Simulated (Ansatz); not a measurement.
# SnO under changes of volume

One of the cells (20.093 Å³/atom); the others are scaled copies at fixed shape and fractional positions:

```
CELL_PARAMETERS angstrom
3.35500 0.00000 0.00000
0.00000 5.67410 0.00000
0.00000 0.00000 4.22197
ATOMIC_POSITIONS crystal
Sn 0.50000 0.76809 0.01314
Sn 0.00000 0.23191 0.51314
O 0.50000 0.10875 0.23686
O 0.00000 0.89125 0.73686
```

The cell comes from a database or a generator and needn't be the stable form of this composition.

* Program: Ansatz 0.2.0
* Functional: r2SCAN
* Potentials or basis: Ansatz PAW
* Cutoff: 500 eV (not typed: the program's choice for these potentials)
* k mesh: 8 × 5 × 6
* Occupations: fermi-dirac, width 0.05 eV
* Spin: no spin polarisation

```csv
volume (Å³/atom),energy over the lowest point (meV/atom),pressure (GPa),gap on the mesh (eV),largest force (eV/Å)
18.887,3.00,2.2,1.71,0.281
19.289,0.00,0.2,1.75,0.153
19.691,?,?,?,?
20.093,7.37,-3.1,1.81,0.637
20.495,16.81,-4.4,1.83,0.899
20.897,29.54,-5.7,1.85,1.141
21.299,45.22,-6.8,1.88,1.365
```

Question: What does the run at 19.691 Å³/atom give?

Answer: Energy over the lowest point 1.62 meV/atom; pressure -1.5 GPa; gap on the mesh 1.78 eV; largest force 0.355 eV/Å.

Worked out: A Birch-Murnaghan fit of order 3 (a polynomial in V^(-2/3)) to the other rows has its minimum at 19.34 Å³/atom with B0 = V·E''(V) = 87 GPa and B' = 4.4 at fixed shape and positions, which overstates the stiffness. It gives 1.62 meV/atom at 19.691 Å³/atom, against the run's 1.62, and -dE/dV = -1.5 GPa, against -1.5. A straight line through the other rows of the gap, of slope 1.37 eV per unit of ln V, gives 1.77 eV, against the run's 1.78.

Energies are extrapolated to zero smearing.

Caveats: odd divisions of the mesh miss points on the zone boundary, where band edges often lie, so the gap on the mesh can be too wide; spin-orbit coupling is left out, which moves the levels of the heavy elements; the PAW data sets come from PBE, with cores solved anew for the run's functional, which leaves a small shift of forces and pressure; forces of over 1 eV/Å show positions far from the minimum, so gaps and moduli don't describe the material at rest (some runs).

A mesh can miss the band edges.
